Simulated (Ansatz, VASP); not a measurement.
**P in VASP and in Ansatz**

```
P
1.0
    -2.34183    2.67635    1.22840
     2.67635   -2.34183    1.22840
     2.25839    2.25839   -0.61571
P
2
Cartesian
  -2.2184 2.5529 1.2284
  -0.0815 2.6744 0.9205
```

Alike in both runs: task single point; functional LDA; k mesh 15 × 15 × 11; occupations fermi-dirac, width 0.1 eV; no spin polarisation.

|  | VASP | Ansatz |
| --- | --- | --- |
| version | VASP 6.6.1 | Ansatz 0.2.0 |
| potentials or method | VASP PAW LDA potentials, release 64 (P) | plane waves (420 eV) with PAW, scalar-relativistic |
| plane-wave cutoff (eV) | 520 | 420 |
| valence electrons in the cell | 10 | 10 |

```csv
,VASP,Ansatz,Ansatz less VASP
pressure (GPa),9.8,10.1,+0.29
largest component of the traceless stress (GPa),1.83,2.11,+0.284
```

Ansatz warned: «pseudo_functional_mismatch».
